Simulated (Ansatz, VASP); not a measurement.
Two plane-wave programs on I

```
CELL_PARAMETERS angstrom
3.51986 0.00000 0.00000
-1.75993 3.04829 0.00000
0.00000 0.00000 3.30309
ATOMIC_POSITIONS crystal
I 0.00000 0.00000 0.00000
```

Alike in both runs: functional PBEsol; k mesh 6 × 6 × 6; occupations gaussian, width 0.1 eV; no spin polarisation.

Ansatz relaxed the structure, and its values are those at the end. VASP's run is a single point on that final structure, the one shown.

|  | VASP | Ansatz |
| --- | --- | --- |
| version | VASP 6.6.1 | Ansatz 0.2.0 |
| potentials or method | VASP PAW PBE potentials, release 64 (I) | scalar-relativistic, plane waves, PAW |
| plane-wave cutoff (eV) | 520 | 420 |
| valence electrons in the cell | 7 | 17 |

|  | VASP | Ansatz | Ansatz less VASP |
| --- | --- | --- | --- |
| gap on the k mesh at the Fermi level (eV) | none | none | - |
| pressure (GPa) | 0.0 | 0.0 | -0.01 |

A gap of «none» marks a metal or a gap that the smearing closes. The two sets of potentials don't hold the same shells in valence.

Caveats: the PAW data sets were made with another functional, which shifts forces and pressure a little (VASP); an odd number of electrons without spin polarisation forces a metal; a magnetic or distorted state may lie lower. The runs have no spin-orbit coupling, so splittings on I are missing.
